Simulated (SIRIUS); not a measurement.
## Rh in SIRIUS: the effect of dispersion

The system is Rh.

```
Rh
1.0
     0.00000    1.89785    1.89785
     1.89785    0.00000    1.89785
     1.89785    1.89785    0.00000
Rh
1
Direct
  0.00000 0.00000 0.00000
```

Alike in all runs:

```yaml
Program: SIRIUS 7.12.0
Task: equation of state
Functional: PBE
Potentials_or_basis: all-electron FP-LAPW
Cutoff: 177 eV
Basis: apw+lo standard
k_mesh: 12 × 12 × 12
Occupations: fermi-dirac, width 0.05 eV
Spin: no spin polarisation
```

```csv
dispersion,V0 of scaled cells (Å³/atom),B0 (GPa)
none,14.02,254
D3,13.60,284
D3(BJ),13.62,284
D4,?,?
```

Problem. What does the run with dispersion D4 give?

Solution. V0 of scaled cells 13.56 Å³/atom; B0 290 GPa.
